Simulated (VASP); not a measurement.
Write the native input for VASP 6.6.1 that does the following.

```
Task                   : single point
Functional             : PBE
Potentials or basis    : VASP PAW PBE potentials, release 64 (Mo_sv)
Cutoff                 : 520 eV
k mesh                 : 12 × 12 × 12
Occupations            : gaussian, width 0.1 eV
Spin                   : no spin polarisation
Further INCAR settings : ALGO = Normal; EDIFF = 1e-07
```

The structure of Mo lies in POSCAR:

```
Mo                                      
1.0
   -1.5487827087      1.5487827087      1.5487827087
    1.5487827087     -1.5487827087      1.5487827087
    1.5487827087      1.5487827087     -1.5487827087
  Mo            
     1
Direct
     0.0000000000000000    0.0000000000000000    0.0000000000000000
```

The cell isn't the ideal one: a relaxed cell with its volume scaled by 0.94.

The input as run:

INCAR

```
ALGO = Normal
EDIFF = 1E-7
ENCUT = 520
GGA = PE
ISIF = 2
ISMEAR = 0
LASPH = True
LCHARG = False
LREAL = False
LWAVE = False
NELM = 80
PREC = Accurate
SIGMA = 0.1
```

KPOINTS

```
k-points
0
Gamma
  12 12 12
```

Potentials or basis: VASP PAW PBE potentials, release 64 (Mo_sv).

Launch:

```console
$ cat potpaw_PBE.64/Mo_sv/POTCAR > POTCAR
$ mpirun -np 1 vasp_std > vasp.out
```

Results of the run:

```json
{"Pressure": "18.5 GPa", "Band gap on the k mesh": "none (metal or under the smearing width)"}
```

Caveat: so large a pressure means that the cell lies far from this level's equilibrium, or that cutoff or potentials fall short.

Wall time 5.4 s on 1 thread of Intel(R) Xeon(R) 6975P-C (Granite Rapids) (shared host), peak memory 0.13 GiB.
